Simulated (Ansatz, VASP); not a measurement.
**Cu: VASP beside Ansatz**

```
CELL_PARAMETERS angstrom
-0.01808 1.80750 1.80750
1.80750 -0.01808 1.80750
1.78943 1.78943 0.00000
ATOMIC_POSITIONS crystal
Cu 0.00000 0.00000 0.00000
```

Change from the starting cell: xy shear strain of -2 %.

Alike in both runs: task single point; functional PBE; k mesh 19 × 19 × 19; occupations fermi-dirac, width 0.08 eV; no spin polarisation.

|  | VASP | Ansatz |
| --- | --- | --- |
| version | VASP 6.6.1 | Ansatz 0.2.0 |
| potentials or method | VASP PAW PBE potentials, release 64 (Cu), cutoff 520 eV | all-electron LAPW, scalar-relativistic |

VASP gave:

* pressure (GPa): 2.3
* largest component of the traceless stress (GPa): 1.51

Q: Estimate Ansatz's values.

A: Pressure (GPa): 1.8; largest component of the traceless stress (GPa): 1.52.

Ansatz ran all-electron here, so the differences hold the error of VASP's frozen core and of both bases.
